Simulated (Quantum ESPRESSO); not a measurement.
## AgCl (Chlorargyrite): zone-centre phonons and dielectric response under several settings

```
Ag Cl
1.0
     0.00000    2.73500    2.73500
     2.73500    0.00000    2.73500
     2.73500    2.73500    0.00000
Ag Cl
1 1
Direct
  0.00000 0.00000 0.00000
  0.50000 0.50000 0.50000
```

All runs used Quantum ESPRESSO 7.5; k mesh 4 × 4 × 4, shifted; given cell, atoms relaxed; no spin polarisation; occupations smeared at first, fixed for the response.

```tsv
level	potentials	cutoff (eV)	pressure (GPa)	lowest optical mode without the field (cm⁻¹)	highest mode with the field (cm⁻¹)	ε∞ (mean)	ε0 (mean)	Born charge of atom 1 (e)	sum of the Born charges (e)
PBE	JTH 2.0 PBE	707	4.0	127	183	5.19	10.7	1.41	0.00
PBE	SG15 PBE 1.2	952	4.2	129	186	5.14	10.7	1.43	0.00
PBE	SPMS 1.0 PBE	952	3.9	127	184	5.26	10.9	1.43	0.00
PBE	GBRV 1.5 PBE	762	?	?	?	?	?	?	?
PBE	SSSP 1.3 efficiency PBE	816	3.9	127	184	5.18	10.9	1.42	0.00
PBE	PseudoDojo 0.4.1 SR PBE standard	1116	3.8	126	183	5.23	10.9	1.42	0.00
PBE	PseudoDojo 0.4 SR PBE stringent	1116	3.8	126	183	5.23	10.9	1.42	0.00
```

Task: What stands in the row left open?

Result: Pressure 3.7 GPa; lowest optical mode without the field 127 cm⁻¹; highest mode with the field 183 cm⁻¹; ε∞ 5.22; ε0 10.8; Born charge of atom 1 1.41 e; sum of the Born charges -0.01 e.

Caveats: the cell is more than 3 GPa from zero pressure, which shifts response properties; this potential file gives levels or pressures that part from those of other sets (some runs).

For the row left open. Caveat: the mesh is thin for the dielectric tensor, Born charges and intensities, which usually come out too large; the cell is more than 3 GPa from zero pressure, which shifts response properties.

The runs don't all hold the same shells in valence.
